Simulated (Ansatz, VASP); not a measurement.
## One calculation of Fe, two programs

```
CELL_PARAMETERS angstrom
2.83158 0.00000 0.00000
0.00000 2.83158 0.00000
1.41579 -1.41579 1.41579
ATOMIC_POSITIONS crystal
Fe 0.00000 0.00000 0.00000
```

Alike in both runs: task single point; functional PBE; k mesh 12 × 12 × 24; occupations gaussian, width 0.1 eV; collinear spin.

```csv
,VASP,Ansatz
version,VASP 6.6.1,Ansatz 0.2.0
potentials or method,"VASP PAW PBE potentials, release 64 (Fe)","scalar-relativistic, plane waves, PAW"
plane-wave cutoff (eV),520,420
valence electrons in the cell,8,16
```

VASP gave:

```
gap on the k mesh at the Fermi level (eV)                     : none
pressure (GPa)                                                : -0.6
net moment per atom (μB)                                      : 2.18
size of the moment on the site where the two differ most (μB) : 2.17
```

Estimate Ansatz's values.

gap on the k mesh at the Fermi level (eV): none; pressure (GPa): -0.4; net moment per atom (μB): 2.15; size of the moment on the site where the two differ most (μB): 2.20.

Site moments also hang on the region over which each program counts them. A gap of «none» marks a metal or a gap that the smearing closes. The two sets of potentials don't hold the same shells in valence.
